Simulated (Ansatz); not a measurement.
Zr2N: zone-centre modes

The calculation used DFT PBEsol, scalar-relativistic, plane waves, PAW (Ansatz 0.2.0). Cutoff 420 eV, Γ-centred 10×10×14 k-points, Gaussian smearing of 0.15 eV. No spin polarisation.

The undisturbed cell (relaxed at this level; it needn't be the usual structure):

```xyz
6
Lattice="5.3700 0.0000 0.0000 0.0000 5.3700 0.0000 0.0000 0.0000 3.2726" Properties=species:S:1:pos:R:3 pbc="T T T"
Zr    1.5909    1.5909    0.0000
Zr    3.7792    3.7792    0.0000
Zr    4.2759    1.0941    1.6363
Zr    1.0941    4.2759    1.6363
N     0.0000    0.0000    0.0000
N     2.6850    2.6850    1.6363
```

Harmonic modes by finite displacements of 0.02 Å, without the LO–TO term.

Task: At this geometry, is the structure stable against these modes?

Result: Yes: no mode is imaginary beyond 10 cm⁻¹, and only the three translations lie near zero.

Task: List the wavenumbers in cm⁻¹.

Result: 0, 0, 0, 51, 175, 175, 199, 207, 207, 214, 214, 282, 462, 462, 526, 532, 532, 552.

Cost: 1 run of about 10 core-minutes, on Intel Xeon Platinum 8259CL (Skylake/Cascade Lake) (shared hosts).